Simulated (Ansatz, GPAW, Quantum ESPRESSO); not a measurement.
## One calculation of MoS2, 3 ways

```
Mo S
1.0
     3.22746    0.00000    0.00000
    -1.61373    2.79507    0.00000
     0.00000    0.00000    6.31247
Mo S
1 2
Direct
  0.00000 0.00000 0.50000
  0.66667 0.33333 0.74468
  0.33333 0.66667 0.25532
```

Measurements of this composition are mostly on another form, of space group No. 194.

Alike in all runs: task band structure; functional PBEsol; k mesh 9 × 9 × 4; occupations fermi-dirac, width 0.05 eV; no spin polarisation; no spin-orbit coupling. Pressure is positive in compression and, in plane waves, holds the error of the finite cutoff, which Ansatz's Pulay term estimates and takes out.

```tsv
program and potentials	plane-wave cutoff (eV)	notes	pressure (GPa)
Ansatz, Ansatz PAW	420	potentials made for PBE, which Ansatz adapts in part	?
Quantum ESPRESSO, PseudoDojo 0.4.1 SR PBEsol standard	1088	-	-3.39
GPAW, PAW data sets generated for this functional	600	-	-3.53
```

Task: Estimate from the other rows what the run with Ansatz, Ansatz PAW gave.

Result: Pressure -3.45 GPa. The other rows, which needn't bracket it: pressure -3.53 to -3.39.
